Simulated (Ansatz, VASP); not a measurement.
## Two plane-wave programs on Fe

```xyz
1
Lattice="-1.4430 1.4430 1.4430 1.4430 -1.4430 1.4430 1.4430 1.4430 -1.4430" Properties=species:S:1:pos:R:3 pbc="T T T"
Fe    0.0000    0.0000    0.0000
```

Alike in both runs: task single point; functional PBE; k mesh 13 × 13 × 13; occupations fermi-dirac, width 0.05 eV; collinear spin.

|  | VASP | Ansatz |
| --- | --- | --- |
| version | VASP 6.6.1 | Ansatz 0.2.0 |
| potentials or method | VASP PAW PBE potentials, release 64 (Fe) | Ansatz PAW |
| plane-wave cutoff (eV) | 520 | 420 |
| valence electrons in the cell | 8 | 16 |

```csv
,VASP,Ansatz,Ansatz less VASP
gap on the k mesh at the Fermi level (eV),none,none,-
pressure (GPa),-9.1,-9.5,-0.46
net moment per atom (μB),2.28,2.25,-0.036
size of the moment on the site where the two differ most (μB),2.29,2.31,+0.013
```

Site moments also hang on the region over which each program counts them. A gap of «none» marks a metal or a gap that the smearing closes. The two sets of potentials don't hold the same shells in valence.
